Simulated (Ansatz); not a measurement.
# Molecular dynamics of C

Input file:

```yaml
crystal:
  lattice:
    - [0.0, 3.68524, 3.68524]
    - [3.68524, 0.0, 3.68524]
    - [3.68524, 3.68524, 0.0]
  atoms:
    - { symbol: C, position: [-0.05808146, 0.01349934, 0.01828184] }
    - { symbol: C, position: [0.10602589, 0.12808552, 0.0996943] }
    - { symbol: C, position: [-0.01361147, -0.02586071, 0.47775238] }
    - { symbol: C, position: [0.10662374, 0.15171107, 0.60866491] }
    - { symbol: C, position: [0.01046548, 0.47386809, -0.04073422] }
    - { symbol: C, position: [0.10502205, 0.62476229, 0.11450728] }
    - { symbol: C, position: [-0.03484986, 0.50522495, 0.4802137] }
    - { symbol: C, position: [0.13340867, 0.57282307, 0.63119092] }
    - { symbol: C, position: [0.49556385, -0.0301822, -0.0151372] }
    - { symbol: C, position: [0.60791561, 0.11077295, 0.10662355] }
    - { symbol: C, position: [0.45971128, 0.02590824, 0.46935929] }
    - { symbol: C, position: [0.61670551, 0.09658465, 0.61462354] }
    - { symbol: C, position: [0.47863495, 0.49401629, -0.01866331] }
    - { symbol: C, position: [0.61218968, 0.59893721, 0.0904755] }
    - { symbol: C, position: [0.52449497, 0.45571868, 0.4927743] }
    - { symbol: C, position: [0.62403932, 0.60056508, 0.62284275] }
basis:
  ecutwfc: 420.0
kpoints:
  mp_grid: { grid: [3, 3, 3] }
hamiltonian:
  xc: pbe
scf:
  occupations: { method: fermi_dirac, width: 0.24 }
  lower_state_search: "off"
md:
  timestep: 1
  n_steps: 120
  ensemble: nvt_langevin
  temperature: 2240.0
  initial_velocities: maxwell_boltzmann
  seed: 189912
  friction: 0.02
  temperature_schedule:
    - { n_steps: 90, end_temperature: 300.0 }
    - { n_steps: 30, end_temperature: 300.0 }
```

Launched with:

```bash
$ ansatz run input.yaml --threads 1 --pin off --max-ram 3072MiB --backend cpu --events-out ev --progress --plain --runs-dir out
```

It goes on from the last frame of an earlier run, with new velocities.

Output, in part (step lines):

```
md step     0: t =     0.00 fs  T =  2100.0 K (target 2240.0 K)  F+E_penalty+E_count = -4007.37528150 eV  E_kin = 4.343136 eV  (7 SCF iters)
md step     1: t =     1.00 fs  T =  2051.2 K (target 2229.2 K)  F+E_penalty+E_count = -4007.39351882 eV  E_kin = 4.242301 eV  (8 SCF iters)
md step     2: t =     2.00 fs  T =  2268.0 K (target 2207.7 K)  F+E_penalty+E_count = -4007.51983421 eV  E_kin = 4.690642 eV  (7 SCF iters)
md step     3: t =     3.00 fs  T =  2579.6 K (target 2186.1 K)  F+E_penalty+E_count = -4007.75951947 eV  E_kin = 5.335129 eV  (7 SCF iters)
md step     4: t =     4.00 fs  T =  2684.9 K (target 2164.6 K)  F+E_penalty+E_count = -4008.01645191 eV  E_kin = 5.552779 eV  (7 SCF iters)
md step     5: t =     5.00 fs  T =  2967.6 K (target 2143.0 K)  F+E_penalty+E_count = -4008.22333477 eV  E_kin = 6.137565 eV  (5 SCF iters)
md step     6: t =     6.00 fs  T =  2989.2 K (target 2121.4 K)  F+E_penalty+E_count = -4008.28397594 eV  E_kin = 6.182213 eV  (6 SCF iters)
md step     7: t =     7.00 fs  T =  3173.1 K (target 2099.9 K)  F+E_penalty+E_count = -4008.18012025 eV  E_kin = 6.562404 eV  (6 SCF iters)
[... lines left out ...]
md step   119: t =   119.00 fs  T =  1224.7 K (target 300.0 K)  F+E_penalty+E_count = -4010.14997881 eV  E_kin = 2.532871 eV  (5 SCF iters)
md step   120: t =   120.00 fs  T =  1169.1 K (target 300.0 K)  F+E_penalty+E_count = -4010.16446548 eV  E_kin = 2.417855 eV  (7 SCF iters)
```

The steps, from the saved trajectory:

| time (fs) | T (K) | potential energy less start (eV) |
| --- | --- | --- |
| 0.0 | 2100 | 0.000 |
| 4.0 | 2685 | -0.641 |
| 8.0 | 3240 | -0.501 |
| 12.0 | 2091 | 1.739 |
| 16.0 | 1556 | 1.994 |
| 20.0 | 1835 | 1.002 |
| 24.0 | 2352 | -0.237 |
| 28.0 | 2954 | -1.254 |
| 32.0 | 2337 | -0.443 |
| 36.0 | 1717 | 0.600 |
| 40.0 | 2444 | -0.472 |
| 44.0 | 2537 | -1.183 |
| 48.0 | 2055 | 0.138 |
| 52.0 | 1382 | 1.185 |
| 56.0 | 1927 | 0.202 |
| 60.0 | 2496 | -1.386 |
| 64.0 | 2309 | -0.943 |
| 68.0 | 2271 | -0.752 |
| 72.0 | 2148 | -1.181 |
| 76.0 | 2183 | -1.416 |
| 80.0 | 1487 | -0.731 |
| 84.0 | 1339 | -0.537 |
| 88.0 | 1397 | -0.990 |
| 92.0 | 1709 | -1.804 |
| 96.0 | 1807 | -2.348 |
| 100.0 | 1624 | -2.251 |
| 104.0 | 1363 | -2.051 |
| 108.0 | 1148 | -1.899 |
| 112.0 | 934 | -1.801 |
| 116.0 | 1113 | -2.383 |
| 120.0 | 1169 | -2.789 |

The run went to its last step. The schedule's set-point averaged 464 K over the second half and the system 1644 K, so it lags behind the ramp. A run of 0.12 ps of so small a system gives no equilibrium averages.

Mean squared displacements from the first frame to the last, about the centre of mass: C 0.02 Å².

Last frame:

```xyz
16
Lattice="0.0000 3.6852 3.6852 3.6852 0.0000 3.6852 3.6852 3.6852 0.0000" Properties=species:S:1:pos:R:3
C -0.687 -0.237 -0.304
C 0.230 0.699 0.747
C 1.113 1.561 -0.294
C 2.053 2.443 0.645
C 1.165 -0.301 1.701
C 2.157 0.640 2.550
C 3.052 1.548 1.573
C 3.931 2.474 2.434
C -0.704 1.685 1.606
C 0.237 2.556 2.474
C 1.090 3.323 1.506
C 2.035 4.379 2.424
C 1.177 1.572 3.445
C 2.055 2.544 4.383
C 2.983 3.399 3.426
C 3.852 4.340 4.237
```

The run took 9.9 min on 1 thread of Arm Neoverse V2, on a shared host, peak memory 0.35 GiB.
